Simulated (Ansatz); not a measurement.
**BeSe: a single-point run**

The task is a single-point run on BeSe. The structure is shown as the input types it.

Method: density functional or hybrid calculation with the settings of its input, plane waves (as first typed), in Ansatz 0.2.0.

4 further runs of the same task are left out: 4 that didn't finish.

## (1) The starting structure

Symmetry: F-43m, No. 216, cubic system. Conventional cell: a = 5.162 Å, b = 5.162 Å, c = 5.162 Å, α = 90.00°, β = 90.00°, γ = 90.00°. Be (site symmetry -43m) is surrounded by 4 Se at 2.24 Å. Around Se (site symmetry -43m) lie 4 Be at 2.24 Å.

Structure file:

```
Be Se
1.0
     0.00000    2.58104    2.58104
     2.58104    0.00000    2.58104
     2.58104    2.58104    0.00000
Be Se
1 1
Cartesian
  0.0000 0.0000 0.0000
  1.2905 1.2905 1.2905
```

## (2) Running it

Contents of input.yaml:

```yaml
crystal:
  lattice:
    - [0.0, 2.5810353763, 2.5810353763]
    - [2.5810353763, 0.0, 2.5810353763]
    - [2.5810353763, 2.5810353763, 0.0]
  atoms:
    - { symbol: Be, position: [0.0, 0.0, 0.0] }
    - { symbol: Se, position: [0.25, 0.25, 0.25] }
kpoints:
  mp_grid: { grid: [6, 6, 6] }
hamiltonian:
  xc: r2scan
scf:
  occupations: { method: fixed }
  n_extra_bands: 4
  max_iter: 3
output:
  forces: true
  stress: true
  eigenvalues: true
```

Started as:

```bash
$ ansatz run input.yaml --threads 4 --pin off --max-ram 3686MiB --backend cpu --events-out ev --progress --plain --runs-dir out
```

**Question.** How will this run end, and is anything wrong with its input?

The SCF did not converge in 3 cycles. The density residual dr2 fell from 0.0132 to 1.1e-4 eV (threshold 1.0e-7) and was still falling. Nothing that it prints is a result.

In the input, scf.max_iter is 3. The cap on SCF cycles is too low for this system: the loop was cut off before the input and output densities agreed.

Remedy: delete scf.max_iter (the default then holds).
